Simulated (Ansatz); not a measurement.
# Pd (diamond): energy against volume

These are results of DFT, PBE, plane waves (420 eV) with PAW, scalar-relativistic (Ansatz 0.2.0), not measurements.

The cell is scaled uniformly from the relaxed one, with fractional coordinates and shape fixed. Energies are extrapolated to zero smearing, pressures are those at the given smearing. Magnetic state: ferromagnetic.

A Birch-Murnaghan fit gives V₀ = 24.48 Å³/atom, B₀ = 67 GPa, B₀′ = 5.4.

**Question.** What are the energy above the minimum and the pressure at 21.557 Å³/atom?

**Answer.** 95.5 meV/atom and 12.08 GPa as computed.

**Question.** What are the energy above the minimum and the pressure at 25.476 Å³/atom?

**Answer.** 7.7 meV/atom and -2.32 GPa as computed.

**Question.** What are the energy above the minimum and the pressure at 27.436 Å³/atom?

**Answer.** 58.4 meV/atom and -5.53 GPa as computed.
